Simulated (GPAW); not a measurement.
# Si (Pm-3m) in GPAW: wannier90 with SCAN

Aim: the wannier90 of Si with SCAN.

Program: GPAW 26.7.0. These are calculated values, not measurements. Logs are shortened: lines on timing, memory, paths and dates and some standing lists are left out, and cuts for length are marked. The log counts tension as positive stress, the text compression.

### Step 1. Starting point

The structure is cubic, space group Pm-3m (No. 221). Conventional cell: a = 2.532 Å, b = 2.532 Å, c = 2.532 Å, α = 90.00°, β = 90.00°, γ = 90.00°. Around Si (site symmetry m-3m) lie 6 Si at 2.53 Å.

The cell was built by a generator and needn't be a form met in nature.

### Step 2. Wannier90, SCAN

Contents of run.py:

```python
import json
import numpy as np
import subprocess
from ase.dft.bandgap import bandgap
from ase.io import write
from ase.spacegroup import crystal
from ase.units import GPa
from gpaw import GPAW, PW
from gpaw.wannier.wannier90 import Wannier90

# Si 1b
atoms = crystal(['Si'],
                basis=[[0.5, 0.5, 0.5]],
                spacegroup=221, setting=1,  # Pm-3m
                cellpar=[2.53211, 2.53211, 2.53211, 90.0, 90.0, 90.0],
                primitive_cell=True)

calc = GPAW(mode=PW(600),
            xc='MGGA_X_SCAN+MGGA_C_SCAN',
            kpts={'size': (10, 10, 10), 'gamma': True},
            occupations={'name': 'fermi-dirac', 'width': 0.05},
            nbands=8,
            convergence={'density': 1e-05, 'energy': 1e-05},
            maxiter=150,
            txt='gpaw.txt')
atoms.calc = calc
energy = atoms.get_potential_energy()
forces = atoms.get_forces()
stress = atoms.get_stress()
calc.write('gs.gpw')
write('result.traj', atoms)
print(f'Energy: {energy:.6f} eV')
print('Forces (eV/A):')
print(forces.round(4))
print('Stress (GPa):', (stress / GPa).round(3))
print('Fermi level:', round(calc.get_fermi_level(), 4), 'eV')
print(f'Gap: {bandgap(calc)[0]:.4f} eV, direct: {bandgap(calc, direct=True)[0]:.4f} eV')

nwann = sum(2 * l + 1 for setup in calc.setups for n, l in zip(setup.n_j, setup.l_j) if n > 0)
nbands = nwann + 6
full = calc.fixed_density(kpts={'size': (6, 6, 6), 'gamma': True}, symmetry='off', nbands=nbands + 6,
                          convergence={'bands': nbands, 'eigenstates': 1e-7}, txt='full.txt')
frozen = min(1.0, full.eigenvalues()[0, :, nwann].min() - full.get_fermi_level() - 0.01)  # at most nwann bands inside
w90 = Wannier90(full, seed='w90', bands=range(nbands), spin=0)
w90.write_input(num_iter=200, dis_num_iter=500, dis_froz_max=frozen, search_shells=40)
subprocess.run(['wannier90.x', '-pp', 'w90'], check=True)
w90.write_projections()
w90.write_eigenvalues()
w90.write_overlaps()
subprocess.run(['wannier90.x', 'w90'], check=True)

words = open('w90_hr.dat').read().split('\n', 1)[1].split()
nr = int(words[1])
degeneracy = np.array(words[2:2 + nr], float)
hr = np.array(words[2 + nr:], float).reshape((nr, nwann, nwann, 7))
R, H = hr[:, 0, 0, :3], (hr[..., 5] + 1j * hr[..., 6]) / degeneracy[:, None, None]
path = atoms.cell.bandpath('GXMGRX,MR', npoints=40, eps=1e-4)
interp = np.array([np.linalg.eigvalsh(np.einsum('r,rji->ij', np.exp(2j * np.pi * R @ k), H)) for k in path.kpts])
exact = calc.fixed_density(kpts=path, symmetry='off', nbands=nwann + 6, convergence={'bands': nwann, 'eigenstates': 1e-7},
                           txt='bands.txt').band_structure().energies[0, :, :nwann]
print(f'Frozen window up to {frozen:.3f} eV over the Fermi level')
window = exact < calc.get_fermi_level() + frozen
miss = abs(interp - exact)[window]
print(f'{nwann} functions; bands in the frozen window, Wannier less DFT: mean {miss.mean():.4f} eV, largest {miss.max():.4f} eV')
json.dump({'interp': interp.tolist(), 'exact': exact.tolist(), 'kpts': path.kpts.tolist(), 'miss': [miss.mean(), miss.max()],
           'onsite': H[abs(R).sum(1).argmin()].diagonal().real.tolist()}, open('wannier.json', 'w'))
```

Potentials or basis: GPAW PAW data sets (gpaw-data 1.2.1), pw.

The run is started by

```console
$ OMP_NUM_THREADS=1 python run.py
```

gpaw.txt:

```text
__  _  _
 | _ |_)|_||  |
 |__||  | ||/\| - 26.7.0

Input parameters:
  mode=PW(ecut=600.0),
  convergence={'density': 1e-05, 'energy': 1e-05},
  kpts=MonkhorstPack(size=(10, 10, 10), gamma=True),
  maxiter=150,
  nbands=8,
  occupations=Occupations(name='fermi-dirac', width=0.05),
  xc=XC(name='MGGA_X_SCAN+MGGA_C_SCAN')

Diagonalizing LCAO Hamiltonian
Converting LCAO to pw mode
   .-----.
  /|     |
 * |     |
 | .-Si--.
 |/     /
 *-----*

Atoms  # Å, Bohr magnetons
|   | symbol |        x |        y |        z |    initial magnetic moments |
|---|--------|----------|----------|----------|-----------------------------|
| 0 |     Si | 1.266055 | 1.266055 | 1.266055 | ( 0.0000,  0.0000,  0.0000) |

Unit cell  # Å
| periodic |        x |        y |        z |  lengths |    angles |
|----------|----------|----------|----------|----------|-----------|
|      yes | 2.532110 | 0.000000 | 0.000000 | 2.532110 | 90.000000 |
|      yes | 0.000000 | 2.532110 | 0.000000 | 2.532110 | 90.000000 |
|      yes | 0.000000 | 0.000000 | 2.532110 | 2.532110 | 90.000000 |

Number of symmetries: 48
Symmetry operations  # r_c * U_cc + t_c -> r_c
|    | kind |            matrix            |
|----|------|------------------------------|
|  0 |  E   |  1, 0, 0,  0, 1, 0,  0, 0, 1 |
|  1 |  σ   |  1, 0, 0,  0, 1, 0,  0, 0,-1 |
|  2 |  σ   |  1, 0, 0,  0, 0, 1,  0, 1, 0 |
|  3 |  C4  |  1, 0, 0,  0, 0, 1,  0,-1, 0 |
|  4 |  C4  |  1, 0, 0,  0, 0,-1,  0, 1, 0 |
|  5 |  σ   |  1, 0, 0,  0, 0,-1,  0,-1, 0 |
|  6 |  σ   |  1, 0, 0,  0,-1, 0,  0, 0, 1 |
|  7 |  C2  |  1, 0, 0,  0,-1, 0,  0, 0,-1 |
|  8 |  σ   |  0, 1, 0,  1, 0, 0,  0, 0, 1 |
|  9 |  C2  |  0, 1, 0,  1, 0, 0,  0, 0,-1 |
| 10 |  C3  |  0, 1, 0,  0, 0, 1,  1, 0, 0 |
| 11 |  S6  |  0, 1, 0,  0, 0, 1, -1, 0, 0 |
| 12 |  S6  |  0, 1, 0,  0, 0,-1,  1, 0, 0 |
| 13 |  C3  |  0, 1, 0,  0, 0,-1, -1, 0, 0 |
| 14 |  C4  |  0, 1, 0, -1, 0, 0,  0, 0, 1 |
| 15 |  S4  |  0, 1, 0, -1, 0, 0,  0, 0,-1 |
| 16 |  C3  |  0, 0, 1,  1, 0, 0,  0, 1, 0 |
| 17 |  S6  |  0, 0, 1,  1, 0, 0,  0,-1, 0 |
| 18 |  σ   |  0, 0, 1,  0, 1, 0,  1, 0, 0 |
| 19 |  C4  |  0, 0, 1,  0, 1, 0, -1, 0, 0 |
| 20 |  C2  |  0, 0, 1,  0,-1, 0,  1, 0, 0 |
| 21 |  S4  |  0, 0, 1,  0,-1, 0, -1, 0, 0 |
| 22 |  S6  |  0, 0, 1, -1, 0, 0,  0, 1, 0 |
| 23 |  C3  |  0, 0, 1, -1, 0, 0,  0,-1, 0 |
| 24 |  S6  |  0, 0,-1,  1, 0, 0,  0, 1, 0 |
| 25 |  C3  |  0, 0,-1,  1, 0, 0,  0,-1, 0 |
| 26 |  C4  |  0, 0,-1,  0, 1, 0,  1, 0, 0 |
| 27 |  σ   |  0, 0,-1,  0, 1, 0, -1, 0, 0 |
| 28 |  S4  |  0, 0,-1,  0,-1, 0,  1, 0, 0 |
| 29 |  C2  |  0, 0,-1,  0,-1, 0, -1, 0, 0 |
| 30 |  C3  |  0, 0,-1, -1, 0, 0,  0, 1, 0 |
| 31 |  S6  |  0, 0,-1, -1, 0, 0,  0,-1, 0 |
| 32 |  C4  |  0,-1, 0,  1, 0, 0,  0, 0, 1 |
| 33 |  S4  |  0,-1, 0,  1, 0, 0,  0, 0,-1 |
| 34 |  S6  |  0,-1, 0,  0, 0, 1,  1, 0, 0 |
| 35 |  C3  |  0,-1, 0,  0, 0, 1, -1, 0, 0 |
| 36 |  C3  |  0,-1, 0,  0, 0,-1,  1, 0, 0 |
| 37 |  S6  |  0,-1, 0,  0, 0,-1, -1, 0, 0 |
| 38 |  σ   |  0,-1, 0, -1, 0, 0,  0, 0, 1 |
| 39 |  C2  |  0,-1, 0, -1, 0, 0,  0, 0,-1 |
| 40 |  σ   | -1, 0, 0,  0, 1, 0,  0, 0, 1 |
| 41 |  C2  | -1, 0, 0,  0, 1, 0,  0, 0,-1 |
| 42 |  C2  | -1, 0, 0,  0, 0, 1,  0, 1, 0 |
| 43 |  S4  | -1, 0, 0,  0, 0, 1,  0,-1, 0 |
| 44 |  S4  | -1, 0, 0,  0, 0,-1,  0, 1, 0 |
| 45 |  C2  | -1, 0, 0,  0, 0,-1,  0,-1, 0 |
| 46 |  C2  | -1, 0, 0,  0,-1, 0,  0, 0, 1 |
| 47 |  i   | -1, 0, 0,  0,-1, 0,  0, 0,-1 |

BZ-sampling:
  Number of BZ points: 1000
  Number of IBZ points: 56

  Monkhorst-Pack size: [10, 10, 10]
  Monkhorst-Pack shift: [0.05, 0.05, 0.05]

K-points  # in reciprocal-cell coordinates
|     |                                coordinates |     weight |
|-----|--------------------------------------------|------------|
|   0 | (  0.00000000,   0.00000000,   0.00000000) | 0.00100000 |
|   1 | (  0.10000000,   0.00000000,   0.00000000) | 0.00600000 |
|   2 | (  0.10000000,   0.10000000,   0.00000000) | 0.01200000 |
|   3 | (  0.10000000,   0.10000000,   0.10000000) | 0.00800000 |
|   4 | (  0.20000000,   0.00000000,   0.00000000) | 0.00600000 |
|   5 | (  0.20000000,   0.10000000,   0.00000000) | 0.02400000 |
|   6 | (  0.20000000,   0.10000000,   0.10000000) | 0.02400000 |
|   7 | (  0.20000000,   0.20000000,   0.00000000) | 0.01200000 |
|   8 | (  0.20000000,   0.20000000,   0.10000000) | 0.02400000 |
|   9 | (  0.20000000,   0.20000000,   0.20000000) | 0.00800000 |
| ... |                                            |            |
|  55 | (  0.50000000,   0.50000000,   0.50000000) | 0.00100000 |

Plane wave coefficients: 554
Cutoff: 600.0 eV

Spin-components: 1 (collinear spins)
Bands:           8
Projectors:      5
Spin-degeneracy: 2
Datatype:        complex128

Parallelization:
  kpt:    1
  domain: 1
  band:   1

Density:
  Valence electrons: 4.0
  Components: 1
  Grid points: [15 15 15]
  Charge: 0.0  # |e|

Potential:
  Grid points: [15 15 15]

species:
  Si:
    name:    Silicon
    Z:       14.0
    valence: 4
    core:    10
    charge:  0.0  # [|e|]
    compensation charges:
      type: gauss
      rc: 0.33  # [Å]
      lmax: 2
    cutoffs:
      filter: 1.86  # [Å]
      core: 2.06  # [Å]
    projectors
    | kind |    occ | energy [eV] | rcut [Å] |
    |------|--------|-------------|----------|
    |   3s |  2.000 |     -10.812 |    1.058 |
    |   3p |  2.000 |      -4.081 |    1.058 |
    |    s |        |      16.399 |    1.058 |
    |    p |        |      23.130 |    1.058 |
    |    d |        |       0.000 |    1.058 |

    Using partial waves for Si as LCAO basis

Reference energy: -7886.344250  # eV

eigensolver:
  PPCG
  Converge bands: occupied
  niter=2

density mixing:
  MSR1-Mixer
  Pratt-step length: 0.05
  Maximum mixing coefficient: 0.75
  Old densities: 10
  SVD Regularization: 0.005
  Good broyden scale: 1.0
  Trust region scale: 1.0
  Backstep threshold: 4.0
  History deletion threshold: 6.0
  Fourier metric: weight=20.0, sigma=0.015

occupation numbers:
  Fermi-Dirac:
    width: 0.0500  # eV

poisson solver:
  ecut: 4800.0  # eV

xc functional:
  name: MGGA_X_SCAN+MGGA_C_SCAN with 2 nearest neighbor stencil

convergence criteria:
- Maximum integral of absolute [dens]ity change: 1e-05 electrons / valence electron
- Maximum [total energy] change in last 3 cyles: 1e-05 eV / valence electron
- Maximum integral of absolute [eigenst]ate change: 4e-08 eV^2 / valence electron
maximum number of iterations: 150

SCF iterations
|iter     | |      energy | eigst |  dens |
|---------|-|-------------|-------|-------|
|iter:   1| |   -9.973655 | -0.16 |       |
|iter:   2| |   -9.372964 | -1.79 | -1.18 |
|iter:   3| |-4304047.696233 | +6.89 | -1.17 |
|iter:   4| |   -0.399249 | +3.01 | +2.85 |
|iter:   5| |   -9.331456 | +0.47 | -0.64 |
|iter:   6| |   -9.437276 | -1.99 | -1.44 |
|iter:   7| |   -9.439902 | -4.10 | -1.45 |
|iter:   8| |   -9.441922 | -4.04 | -1.61 |
|iter:   9| |   -9.442483 | -4.58 | -2.01 |
|iter:  10| |   -9.442515 | -5.51 | -2.79 |
|iter:  11| |   -9.442506c| -6.16 | -2.98 |
|iter:  12| |   -9.442508c| -6.12 | -2.96 |
|iter:  13| |   -9.442509c| -7.50c| -3.43 |
|iter:  14| |   -9.442509c| -8.53c| -3.92 |
|iter:  15| |   -9.442509c| -9.00c| -4.31 |
|iter:  16| |   -9.442509c| -8.66c| -5.80c|

Converged in 16 steps
Energy contributions relative to reference atoms: (reference = -7886.344250)

Energy contributions:
  Kinetic:           2.718927
  Coulomb:          -1.727411
  Zero:             -0.045180
  External:          0.000000
  Xc:              -10.388180
  Entropy:          -0.001328
  Spinorbit:         0.000000
  ----------------------------
  Free energy:      -9.443173
  Extrapolated:     -9.442509

dipole moment: (-0.000002, -0.000002, -0.000002)  # |e|*Ang

Fermi level: 7.538
Eigenvalues  # (at kpt = [0.000, 0.000, 0.000])
| band index |      eig [eV] | occ [0-2] |
|------------|---------------|-----------|
|          0 |        -6.188 |     2.000 |
|          1 |        15.122 |     0.000 |
|          2 |        15.122 |     0.000 |
|          3 |        15.856 |     0.000 |
|          4 |        15.856 |     0.000 |
|          5 |        15.856 |     0.000 |
|          6 |        24.192 |     0.000 |
|          7 |        33.781 |     0.000 |

No gap
No difference between direct/indirect transitions

Forces  # eV/Ang
|       x |        y |       z |
|---------|----------|---------|
| 0.00000 | -0.00000 | 0.00000 |  # Si   0

Stress tensor  # eV/Ang^3
|        x |        y |        z |
|----------|----------|----------|
| 0.012783 | 0.000000 | 0.000000 |
| 0.000000 | 0.012783 | 0.000000 |
| 0.000000 | 0.000000 | 0.012783 |

# Writing to gs.gpw (mode='')
```

Run time: 68 s. Hardware: 1 thread of AMD EPYC 7R43 (Zen 3), shared host; peak memory 0.32 GiB.

What came out:

```yaml
Free_energy: -9.4432 eV
Pressure: -2.0 GPa
Band_gap_on_the_k_mesh: none (metal or under the smearing width)
Total_Wannier_spread: 6.33 Å² over 4 functions
```

Levels at the corners of the path, in eV from the Fermi level:
```tsv
point	band 1	band 2	band 3	band 4
Γ	-13.73	7.58	7.58	8.32
X	-8.91	-6.78	10.31	11.87
M	-3.48	-3.02	-3.02	1.75
Γ	-13.73	7.58	7.58	8.32
R	0.56	0.56	0.56	4.12
X	-8.91	-6.78	10.31	11.87
M	-3.48	-3.02	-3.02	1.75
R	0.56	0.56	0.56	4.12
```

Wannier centres (Å) and spreads (Å²):
| function | x | y | z | spread |
| --- | --- | --- | --- | --- |
| 1 | 1.266 | 1.266 | 1.266 | 1.364 |
| 2 | 1.266 | 1.266 | 1.266 | 1.657 |
| 3 | 1.266 | 1.266 | 1.266 | 1.657 |
| 4 | 1.266 | 1.266 | 1.266 | 1.657 |

Caveat: the Wannier interpolation is poor; the PAW data sets were made with another functional, which shifts forces and pressure a little.
